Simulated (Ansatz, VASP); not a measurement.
**Two plane-wave programs on MgS (Niningerite)**

```
S Mg
1.0
     0.00000    2.63589    2.63589
     2.63589    0.00000    2.63589
     2.63589    2.63589    0.00000
S Mg
1 1
Cartesian
  2.6359 2.6359 2.6359
  0.0000 0.0000 0.0000
```

Change from the starting cell: volume scaled by 1.04.

Alike in both runs: task single point; functional PBEsol; k mesh 9 × 9 × 9; occupations fermi-dirac, width 0.05 eV; no spin polarisation.

|  | VASP | Ansatz |
| --- | --- | --- |
| version | VASP 6.6.1 | Ansatz 0.2.0 |
| potentials or method | VASP PAW PBE potentials, release 64 (S, Mg) | Ansatz PAW |
| plane-wave cutoff (eV) | 520 | 420 |
| valence electrons in the cell | 8 | 16 |

Ansatz gave:

| Quantity | Value |
| --- | --- |
| gap on the k mesh at the Fermi level (eV) | 2.75 |
| least direct gap on the mesh (eV) | 3.30 |
| pressure (GPa) | -3.6 |

Which values does VASP return?

gap on the k mesh at the Fermi level (eV): 2.75; least direct gap on the mesh (eV): 3.30; pressure (GPa): -3.8.

The functional is the same, so the differences come from potentials, cutoffs and numerics. The two sets of potentials don't hold the same shells in valence.

Caveats: the PAW data sets were made with another functional, which shifts forces and pressure a little (VASP); an odd mesh through Γ misses points on the zone boundary, where band edges often lie (VASP); odd divisions of the mesh miss points on the zone boundary, where band edges often lie, so the gap on the mesh can be too wide (Ansatz); the PAW data sets come from PBE, with cores solved anew for the run's functional, which leaves a small shift of forces and pressure (Ansatz).
